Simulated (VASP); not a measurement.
# Te2Pt (P-3m1) in VASP: further runs

One crystal, Te2Pt, is run at these levels: rev-vdW-DF2, PBE+D3(BJ); tasks: relaxation of cell and atoms.

Everything below comes from runs of VASP 6.6.1. Logs are shortened: lines on timing, memory, paths and dates and some standing lists are left out, and cuts for length are marked.

## (1) The structure

Symmetry: P-3m1, No. 164, trigonal system. The conventional cell has a = 4.010 Å, b = 4.010 Å, c = 5.201 Å, α = 90.00°, β = 90.00°, γ = 120.00°. Te (site symmetry 3m) has 3 Pt at 2.66 Å as nearest neighbours. Pt (site symmetry -3m) is surrounded by 6 Te at 2.66 Å.

## (2) Relaxation of cell and atoms, rev-vdW-DF2

INCAR reads:

```
AGGAC = 0.0 ; ALGO = Normal
EDIFF = 1E-6 ; EDIFFG = -0.01
ENCUT = 600 ; GGA = MK
IBRION = 2 ; ISIF = 3
ISMEAR = 1 ; LASPH = True
LCHARG = False ; LREAL = False
LUSE_VDW = True ; LWAVE = False
NELM = 80 ; NSW = 90
PARAM1 = 0.1234 ; PARAM2 = 0.711357
PREC = Accurate ; SIGMA = 0.1
ZAB_VDW = -1.8867
```

KPOINTS reads:

```
k-points
0
Gamma
  12 12 7
```

POSCAR reads:

```
Te2Pt
1.0
    4.0100000000      0.0000000000      0.0000000000
   -2.0050000000      3.4727618700      0.0000000000
    0.0000000000      0.0000000000      5.2010000000
Te Pt
2 1
Direct
    0.3333333300      0.6666666700      0.2500000000
    0.6666666700      0.3333333300      0.7500000000
    0.0000000000      0.0000000000      0.0000000000
```

Potentials or basis: VASP PAW PBE potentials, release 64 (Te, Pt).

Launch:

```bash
$ cat potpaw_PBE.64/Te/POTCAR potpaw_PBE.64/Pt/POTCAR > POTCAR
$ mpirun -np 1 vasp_std > vasp.out
```

OUTCAR:

```text
EDIFF = 1E-6
   EDIFFG = -0.01
   ENCUT = 600
   GGA = MK
   IBRION = 2
   ISIF = 3
   ISMEAR = 1
   LASPH = True
   LREAL = False
   NELM = 80
   NSW = 90
   PREC = Accurate

 ion  position               nearest neighbor table
   1  0.333  0.667  0.250-   3 2.66   3 2.66   3 2.66   2 3.48   2 3.48   2 3.48   2 3.48   2 3.48
                             2 3.48
   2  0.667  0.333  0.750-   3 2.66   3 2.66   3 2.66   1 3.48   1 3.48   1 3.48   1 3.48   1 3.48
                             1 3.48
   3  0.000  0.000  0.000-   1 2.66   2 2.66   2 2.66   1 2.66   2 2.66   1 2.66

  LATTYP: Found a hexagonal cell.
 ALAT       =     4.0100000000
 C/A-ratio  =     1.2970074813

  Lattice vectors:

 A1 = (   4.0100000000,   0.0000000000,   0.0000000000)
 A2 = (  -2.0050000000,   3.4727618700,   0.0000000000)
 A3 = (   0.0000000000,   0.0000000000,   5.2010000000)

Analysis of symmetry for initial positions (statically):
=====================================================================
 Subroutine PRICEL returns:
 Original cell was already a primitive cell.

 Routine SETGRP: Setting up the symmetry group for a
 hexagonal supercell.

 Subroutine GETGRP returns: Found 12 space group operations
 (whereof 12 operations were pure point group operations)
 out of a pool of 24 trial point group operations.

The static configuration has the point symmetry D_3d.

Analysis of symmetry for dynamics (positions and initial velocities):
=====================================================================
 Subroutine PRICEL returns:
 Original cell was already a primitive cell.

 Routine SETGRP: Setting up the symmetry group for a
 hexagonal supercell.

 Subroutine GETGRP returns: Found 12 space group operations
 (whereof 12 operations were pure point group operations)
 out of a pool of 24 trial point group operations.

The dynamic configuration has the point symmetry D_3d.

 Subroutine INISYM returns: Found 12 space group operations
 (whereof 12 operations are pure point group operations),
 and found     1 'primitive' translations

----------------------------------------------------------------------------------------

                                     Primitive cell

  volume of cell :      72.4280

  direct lattice vectors                    reciprocal lattice vectors
     4.010000000  0.000000000  0.000000000     0.249376559  0.143977623  0.000000000
    -2.005000000  3.472761870  0.000000000     0.000000000  0.287955246  0.000000000
     0.000000000  0.000000000  5.201000000     0.000000000  0.000000000  0.192270717

  length of vectors
[... 112 lines left out ...]
   IVDW_NL    =     1    kernel type
   BPARAM     = 6.3000
   IVDW    =     0    specifies the selected vdW correction
   LEPSILON=     F    determine dielectric tensor
   LRPA    =     F    only Hartree local field effects (RPA)
 conjugate gradient relaxation of ions
 non-spin polarized calculation
 Methfessel and Paxton  Order N= 1 SIGMA  =   0.10
  energy-cutoff  :      600.00
  volume of cell :       72.43
 maximum number of plane-waves:      2442
   NGX = 17   NGY = 17   NGZ = 21

--------------------------------------- Ionic step        1  -------------------------------------------

 number of electron      22.0000001 magnetization

 Free energy of the ion-electron system (eV)
  ---------------------------------------------------
  ext. energy  EPLUGINS =         0.00000000
  ---------------------------------------------------
  free energy    TOTEN  =        -8.06317803 eV

  energy without entropy =       -8.06352391  energy(sigma->0) =       -8.06329332

------------------------ aborting loop because EDIFF is reached ----------------------------------------

  FORCE on cell =-STRESS in cart. coord.  units (eV):
  Direction    XX          YY          ZZ          XY          YZ          ZX
  --------------------------------------------------------------------------------------
  -------------------------------------------------------------------------------------
  Total        3.5029697      3.5029697      2.8329208      0.0000000      0.0000000     -0.0000000
  in kB       77.4891213     77.4891214     62.6669828      0.0000000      0.0000000     -0.0000000
  external PRESSURE =      72.5484085 kB  Pullay stress =       0.0000000 kB
[... 26 lines left out ...]
--------------------------------------- Ionic step        2  -------------------------------------------

 number of electron      21.9999998 magnetization

 E-fermi :   6.5268     XC(G=0):  -9.9207

 val. band max:        6.5218326435   @ k =  -0.2500  -0.4167   0.1429
 cond. band min:       6.5627685286   @ k =   0.0000   0.3333   0.2857
 fundamental gap:      0.0409358852
 Fermi energy:         6.5268118794

 k-point     1 :       0.0000    0.0000    0.0000
  band No.  band energies     occupation
      1      -6.3469      2.00000
      2      -3.7987      2.00000
      3       0.9276      2.00000
      4       1.8558      2.00000
      5       1.8558      2.00000
      6       3.5568      2.00000
      7       3.5568      2.00000
      8       4.3557      2.00000
      9       6.1501      2.00000
     10       6.1501      2.00000
     11       7.3770     -0.00000
     12       7.3770     -0.00000
     13       7.7528     -0.00000
     14       9.6316      0.00000
[... 488 lines left out ...]
  energy  without entropy=       -8.1780995666  energy(sigma->0) =       -8.17772791

Total vdW correction in eV:      3.5124960

[... ionic steps 4 to 12 ...]

--------------------------------------- Ionic step       13  -------------------------------------------

 number of electron      21.9999999 magnetization

------------------------ aborting loop because EDIFF is reached ----------------------------------------
[... 73 lines left out ...]
--------------------------------------- Ionic step       15  -------------------------------------------

 number of electron      21.9999999 magnetization

 Free energy of the ion-electron system (eV)
  ---------------------------------------------------
  ext. energy  EPLUGINS =         0.00000000
  ---------------------------------------------------
  free energy    TOTEN  =        -8.18893579 eV

  energy without entropy =       -8.18996258  energy(sigma->0) =       -8.18927805

 E-fermi :   8.2217     XC(G=0): -10.4677

 val. band max:        8.2126218931   @ k =   0.0833   0.0833   0.4286
 cond. band min:       8.2379951594   @ k =  -0.2500  -0.4167   0.1429
 fundamental gap:      0.0253732663
 Fermi energy:         8.2217421611

 k-point     1 :       0.0000    0.0000    0.0000
  band No.  band energies     occupation
      1      -5.5923      2.00000
      2      -2.3389      2.00000
      3       1.7098      2.00000
      4       2.7525      2.00000
      5       2.7525      2.00000
      6       4.6407      2.00000
      7       4.6407      2.00000
      8       5.6422      2.00000
      9       7.7782      2.00000
     10       7.7782      2.00000
     11       9.1346     -0.00000
     12       9.1346     -0.00000
     13       9.7065     -0.00000
     14      10.9938      0.00000
[... 449 lines left out ...]
  energy  without entropy=       -8.1899625796  energy(sigma->0) =       -8.18927805

Total vdW correction in eV:      3.4657389

 reached required accuracy - stopping structural energy minimisation
```

OSZICAR:

```text
N       E                     dE             d eps       ncg     rms          rms(c)
DAV:   1     0.126321509997E+03    0.12632E+03   -0.10286E+04  3360   0.141E+03
DAV:   2    -0.335618434192E+01   -0.12968E+03   -0.12640E+03  4266   0.233E+02
DAV:   3    -0.841168703993E+01   -0.50555E+01   -0.49853E+01  4172   0.481E+01
DAV:   4    -0.847738555984E+01   -0.65699E-01   -0.65682E-01  4373   0.593E+00
[... 123 lines left out ...]
DAV:   1    -0.818895853758E+01   -0.34021E-04   -0.17474E-03  3465   0.303E-01    0.412E-02
DAV:   2    -0.818894226583E+01    0.16272E-04   -0.12779E-04  3773   0.102E-01    0.191E-02
DAV:   3    -0.818893684046E+01    0.54254E-05   -0.16019E-05  3752   0.391E-02    0.164E-02
DAV:   4    -0.818893582814E+01    0.10123E-05   -0.28809E-06  2563   0.123E-02    0.617E-03
DAV:   5    -0.818893578620E+01    0.41943E-07   -0.10322E-06  1701   0.719E-03
  15 F= -.81889358E+01 E0= -.81892781E+01  d E =-.117853E-04
```

CONTCAR:

```text
Te2Pt
   1.00000000000000
     4.0720585613710050   -0.0000000000000000    0.0000000000000000
    -2.0360292806855025    3.5265061607072608    0.0000000000000000
     0.0000000000000000   -0.0000000000000001    5.2305522868951302
  Te              Pt
     2     1
Direct
     0.3333333300000021    0.6666666699999979    0.2619844588513093
     0.6666666699999979    0.3333333300000021    0.7380155411486907
     0.0000000000000000    0.0000000000000000    0.0000000000000000

  0.00000000E+00  0.00000000E+00  0.00000000E+00
  0.00000000E+00  0.00000000E+00  0.00000000E+00
  0.00000000E+00  0.00000000E+00  0.00000000E+00
```

It took 17 min on 1 thread of Intel Xeon Platinum 8375C at 2.90GHz (Ice Lake), shared host; peak memory 0.58 GiB.

What came out:

```
Free energy                            : -8.1889 eV
Relaxed volume                         : 25.04 Å³/atom
Relaxed cell                           : a = 4.072 Å, b = 4.072 Å, c = 5.231 Å, α = 90.00°, β = 90.00°, γ = 120.00°
Space group after relaxing (to 0.05 Å) : P-3m1 (No. 164)
Energy gained by relaxing              : 41.9 meV/atom
Ionic steps                            : 15
Pressure after relaxing                : 0.0 GPa
Band gap on the k mesh                 : none (metal or under the smearing width)
```

Step by step:
| step | energy change (eV) | largest force (eV/Å) | pressure (GPa) | volume (Å³) |
| --- | --- | --- | --- | --- |
| 1 | 0.0000 | 1.1277 | 7.25 | 72.43 |
| 2 | 0.1506 | 0.7650 | -8.56 | 84.50 |
| 3 | -0.1144 | 0.2157 | -0.55 | 76.83 |
| 4 | -0.1145 | 0.2396 | -0.36 | 76.69 |
| 5 | -0.1145 | 0.2547 | -0.21 | 76.60 |
| 6 | -0.1199 | 0.1763 | -0.09 | 76.25 |
| 7 | -0.1232 | 0.0601 | 0.12 | 75.68 |
| 8 | -0.1241 | 0.0068 | -0.38 | 75.83 |
| 9 | -0.1242 | 0.0118 | -0.42 | 75.85 |
| 10 | -0.1248 | 0.0099 | -0.37 | 75.67 |
| 11 | -0.1257 | 0.0071 | -0.09 | 75.16 |
| 12 | -0.1257 | 0.0073 | -0.06 | 75.11 |
| 13 | -0.1257 | 0.0071 | -0.05 | 75.12 |
| 14 | -0.1257 | 0.0070 | -0.06 | 75.14 |
| 15 | -0.1258 | 0.0008 | 0.00 | 75.11 |

Final structure:
```yaml
crystal:
  lattice:
    - [4.07206, 0.00000, 0.00000]
    - [-2.03603, 3.52651, 0.00000]
    - [0.00000, 0.00000, 5.23055]
  atoms:
    - { symbol: Te, position: [0.33333, 0.66667, 0.26198] }
    - { symbol: Te, position: [0.66667, 0.33333, 0.73802] }
    - { symbol: Pt, position: [0.00000, 0.00000, 0.00000] }
```

Caveat: the PAW data sets were made with another functional, which shifts forces and pressure a little. The run has no spin-orbit coupling, so splittings on Pt, Te are missing.

## (3) Relaxation of cell and atoms, rev-vdW-DF2

This run uses another cell than the first one, of 25.04 Å³/atom, 1.037 times its volume.

INCAR: that of step 2 with these lines changed.

```diff
@@ -1,3 +1,3 @@
 AGGAC = 0.0 ; ALGO = Normal
-EDIFF = 1E-6 ; EDIFFG = -0.01
+EDIFF = 1E-7 ; EDIFFG = -0.005
 ENCUT = 600 ; GGA = MK
```

KPOINTS is that of step 2.

POSCAR reads:

```
Te2Pt                                   
1.0
    4.0720585614     -0.0000000000      0.0000000000
   -2.0360292807      3.5265061607      0.0000000000
    0.0000000000     -0.0000000000      5.2305522869
  Te              Pt            
     2     1
Direct
     0.3333333300000021    0.6666666699999979    0.2619844588513093
     0.6666666699999979    0.3333333300000021    0.7380155411486907
     0.0000000000000000    0.0000000000000000    0.0000000000000000
```

Potentials or basis: VASP PAW PBE potentials, release 64 (Te, Pt).

Launch:

```bash
$ cat potpaw_PBE.64/Te/POTCAR potpaw_PBE.64/Pt/POTCAR > POTCAR
$ mpirun -np 1 vasp_std > vasp.out
```

Wall time 2.7 min (1 thread of Intel Xeon Platinum 8375C at 2.90GHz (Ice Lake), shared host); peak memory 0.63 GiB.

It converged, with:

| Quantity | Value |
| --- | --- |
| Free energy | -8.1891 eV |
| Pressure after relaxing | 0.0 GPa |
| Band gap on the k mesh | none (metal or under the smearing width) |

Final structure:
```yaml
crystal:
  lattice:
    - [4.07206, 0.00000, 0.00000]
    - [-2.03603, 3.52651, 0.00000]
    - [0.00000, 0.00000, 5.23055]
  atoms:
    - { symbol: Te, position: [0.33333, 0.66667, 0.26198] }
    - { symbol: Te, position: [0.66667, 0.33333, 0.73802] }
    - { symbol: Pt, position: [0.00000, 0.00000, 0.00000] }
```

Levels at points of the mesh, in eV from the Fermi level:
```
           k point  band 8  band 9  band 10  band 11  band 12  band 13  band 14  band 15
(0.00, 0.00, 0.00)   -2.58   -0.44    -0.44     0.91     0.91     1.48     2.77     4.00
(0.50, 0.00, 0.00)   -3.29   -3.26    -3.24    -2.80     0.12     2.48     3.87     5.36
```

Caveat: the relaxation stopped at its first step, so nothing moved; the PAW data sets were made with another functional, which shifts forces and pressure a little.

## (4) Relaxation of cell and atoms, PBE+D3(BJ)

INCAR reads:

```
SYSTEM = Te2Pt
  PREC = Accurate
  ENCUT = 600
  EDIFF = 1E-6
  ISMEAR = 0
  SIGMA = 0.03
  LREAL = .False.
  LASPH = .True.
  NELM = 80
  ALGO = Normal
  ISIF = 3
  LWAVE = .False.
  LCHARG = .False.
  GGA = PE
  IVDW = 12
  IBRION = 2
  NSW = 90
  EDIFFG = -0.01
```

KPOINTS reads:

```
regular mesh
0
Gamma
  9 9 5
  0 0 0
```

POSCAR reads:

```
Te2Pt
1.0
    4.0100000000      0.0000000000      0.0000000000
   -2.0050000000      3.4727618700      0.0000000000
    0.0000000000      0.0000000000      5.2010000000
Te Pt
2 1
Direct
    0.3333333300      0.6666666700      0.2500000000
    0.6666666700      0.3333333300      0.7500000000
    0.0000000000      0.0000000000      0.0000000000
```

Launch:

```bash
$ cat potpaw_PBE.64/Te/POTCAR potpaw_PBE.64/Pt/POTCAR > POTCAR
$ mpirun -np 1 vasp_std > vasp.out
```

Wall time 2.8 min (1 thread of Intel Xeon 6975P-C (Granite Rapids), shared host); peak memory 0.26 GiB.

The run converged. Its results:

| Property | Result |
| --- | --- |
| Free energy | -15.2266 eV |
| Relaxed volume | 24.11 Å³/atom |
| Relaxed cell | a = 4.047 Å, b = 4.047 Å, c = 5.099 Å, α = 90.00°, β = 90.00°, γ = 120.00° |
| Space group after relaxing (to 0.05 Å) | P-3m1 (No. 164) |
| Energy gained by relaxing | 32.9 meV/atom |
| Ionic steps | 15 |
| Pressure after relaxing | 0.0 GPa |
| Largest force after relaxing | 0.004 eV/Å |
| Band gap on the k mesh | none (metal or under the smearing width) |
| Dispersion energy per atom | -0.567 eV |

Forces on the atoms (eV/Å):
```
Te   0.000  0.000  0.004
Te   0.000  0.000 -0.004
Pt   0.000  0.000  0.000
```

Step by step:
| step | energy change (eV) | largest force (eV/Å) | pressure (GPa) | volume (Å³) |
| --- | --- | --- | --- | --- |
| 1 | 0.0000 | 1.0644 | 4.59 | 72.43 |
| 2 | 0.0682 | 0.4298 | -7.14 | 79.92 |
| 3 | -0.0608 | 0.3738 | -0.96 | 75.30 |
| 4 | -0.0608 | 0.3862 | -0.85 | 75.24 |
| 5 | -0.0781 | 0.2935 | -0.65 | 74.43 |
| 6 | -0.0947 | 0.0340 | 0.05 | 72.82 |
| 7 | -0.0948 | 0.0050 | 0.11 | 72.65 |
| 8 | -0.0978 | 0.0596 | -0.30 | 72.64 |
| 9 | -0.0979 | 0.0759 | -0.41 | 72.63 |
| 10 | -0.0973 | 0.0462 | 0.76 | 71.77 |
| 11 | -0.0986 | 0.0246 | 0.09 | 72.27 |
| 12 | -0.0986 | 0.0254 | 0.08 | 72.28 |
| 13 | -0.0987 | 0.0148 | -0.02 | 72.35 |
| 14 | -0.0987 | 0.0131 | -0.02 | 72.36 |
| 15 | -0.0987 | 0.0037 | 0.04 | 72.33 |

Final structure:
```
Te Pt
1.0
     4.04711    0.00000    0.00000
    -2.02355    3.50490    0.00000
     0.00000    0.00000    5.09920
Te Pt
2 1
Direct
  0.33333 0.66667 0.26669
  0.66667 0.33333 0.73331
  0.00000 0.00000 0.00000
```

Levels at points of the mesh, in eV from the Fermi level:
```
           k point  band 7  band 8  band 9  band 10  band 11  band 12  band 13  band 14  band 15
(0.00, 0.00, 0.00)   -3.64   -2.60   -0.43    -0.43     0.84     0.84     1.66     2.66     4.27
```

Caveat: pairwise dispersion overbinds metals, which lowers pressure and volume. Spin-orbit coupling is left out, which matters for the levels of Pt, Te.

## (5) Relaxation of cell and atoms, PBE+D3(BJ)

INCAR: that of step 4 with these lines changed.

```diff
@@ -3,3 +3,3 @@
   ENCUT = 600
-  EDIFF = 1E-6
+  EDIFF = 1E-7
   ISMEAR = 0
@@ -17,2 +17,2 @@
   NSW = 90
-  EDIFFG = -0.01
+  EDIFFG = -0.005
```

KPOINTS is that of step 4.

POSCAR reads:

```
Te2Pt                                   
1.0
    4.0471081264      0.0000000000      0.0000000000
   -2.0235540632      3.5048984502      0.0000000000
   -0.0000000000     -0.0000000000      5.0991997179
  Te              Pt            
     2     1
Direct
     0.3333333300000021    0.6666666699999979    0.2666902070335295
     0.6666666699999979    0.3333333300000021    0.7333097929664705
     0.0000000000000000    0.0000000000000000    0.0000000000000000
```

Launch:

```bash
$ cat potpaw_PBE.64/Te/POTCAR potpaw_PBE.64/Pt/POTCAR > POTCAR
$ mpirun -np 1 vasp_std > vasp.out
```

Run time: 51 s. Hardware: 1 thread of Intel Xeon 6975P-C (Granite Rapids), shared host; peak memory 0.26 GiB.

It converged, with:

```
Free energy                            : -15.2266 eV
Relaxed volume                         : 24.13 Å³/atom
Relaxed cell                           : a = 4.048 Å, b = 4.048 Å, c = 5.101 Å, α = 90.00°, β = 90.00°, γ = 120.00°
Space group after relaxing (to 0.05 Å) : P-3m1 (No. 164)
Energy gained by relaxing              : 0.0 meV/atom
Ionic steps                            : 4
Pressure after relaxing                : 0.0 GPa
Band gap on the k mesh                 : none (metal or under the smearing width)
Dispersion energy per atom             : -0.566 eV
```

Forces on the atoms (eV/Å):
```
Te   0.000  0.000 -0.003
Te   0.000  0.000  0.003
Pt   0.000  0.000  0.000
```

Final structure:
```cif
data_structure
_symmetry_space_group_name_H-M 'P 1'
_symmetry_Int_Tables_number 1
_cell_length_a 4.0478
_cell_length_b 4.0478
_cell_length_c 5.1006
_cell_angle_alpha 90.000
_cell_angle_beta 90.000
_cell_angle_gamma 120.000
_cell_volume 72.38
loop_
_atom_site_label
_atom_site_type_symbol
_atom_site_fract_x
_atom_site_fract_y
_atom_site_fract_z
_atom_site_occupancy
Te1 Te 0.33333 0.66667 0.26671 1
Te2 Te 0.66667 0.33333 0.73329 1
Pt1 Pt 0.00000 0.00000 0.00000 1
```

Levels at points of the mesh, in eV from the Fermi level:
| k point | band 8 | band 9 | band 10 | band 11 | band 12 | band 13 | band 14 | band 15 |
| --- | --- | --- | --- | --- | --- | --- | --- | --- |
| (0.00, 0.00, 0.00) | -2.60 | -0.43 | -0.43 | 0.84 | 0.84 | 1.66 | 2.66 | 4.27 |

Caveat: pairwise dispersion overbinds metals, which lowers pressure and volume.
